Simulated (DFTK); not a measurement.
Runs of DFTK 0.8.2 on KTaO3. It takes space group Pm-3m (No. 221, cubic). The conventional cell has a = 3.988 Å, b = 3.988 Å, c = 3.988 Å, α = 90.00°, β = 90.00°, γ = 90.00°. Ta (site symmetry m-3m) has 6 O at 1.99 Å as nearest neighbours. K (site symmetry m-3m) is surrounded by 12 O at 2.82 Å. O (site symmetry 4/mmm) is surrounded by 2 Ta at 1.99 Å. 

```csv
task,level,potentials or basis,k mesh,cutoff (eV),valence electrons,SCF solver,gap on the mesh (eV),pressure (GPa),V0 of scaled cells (Å³/atom),B0 (GPa)
single point,PBE,dojo.nc.sr.pbe.v0_4_1.standard.upf (PBE),7 × 7 × 7,1143,"K 9, O 6, Ta 13",-,2.30,4.4,-,-
equation of state,PBE,dojo.nc.sr.pbe.v0_4_1.standard.upf (PBE),7 × 7 × 7,1143,"K 9, O 6, Ta 13",-,-,-,12.97,188
band structure,PBEsol,SPMS 1.0 (PBE),7 × 7 × 7,816,"K 9, O 6, Ta 13",-,2.20,-,-,-
single point,PBEsol,dojo.nc.sr.pbesol.v0_4_1.standard.upf (PBEsol),7 × 7 × 7,1143,"K 9, O 6, Ta 13",-,2.21,(b),-,-
equation of state,PBEsol,dojo.nc.sr.pbesol.v0_4_1.standard.upf (PBEsol),7 × 7 × 7,1143,"K 9, O 6, Ta 13",-,-,-,(c),203
band structure,PBE,SG15 1.2 (PBE),6 × 6 × 6,952,"K 9, O 6, Ta 27",-,2.20,-,-,-
band structure,BJ06,SG15 1.2 (PBE),4 × 4 × 4,1225,"K 9, O 6, Ta 27",ScfAndersonSolver,(a),-,-,-
```

Alike in all rows: no spin polarisation; cell as given; smearing fermi-dirac 0.05 eV.

Q: Estimate the missing entries.

A: (a) 2.78; (b) -1.7; (c) 12.58.

Caveats: spin-orbit coupling is left out, which moves the levels of the heavy elements (some runs); an odd mesh through Γ misses points on the zone boundary, where band edges often lie (some runs); the potentials were made for another functional, which shifts forces and pressure (some runs); the program leaves the constant c of mgga_x_tb09 at 1, so the potential is Becke-Johnson's (BJ06) and not Tran and Blaha's, with levels but no total energy (some runs).

A k mesh can miss the band edges, and the runs leave out spin-orbit coupling on Ta.

Not every run made on this cell is shown here.
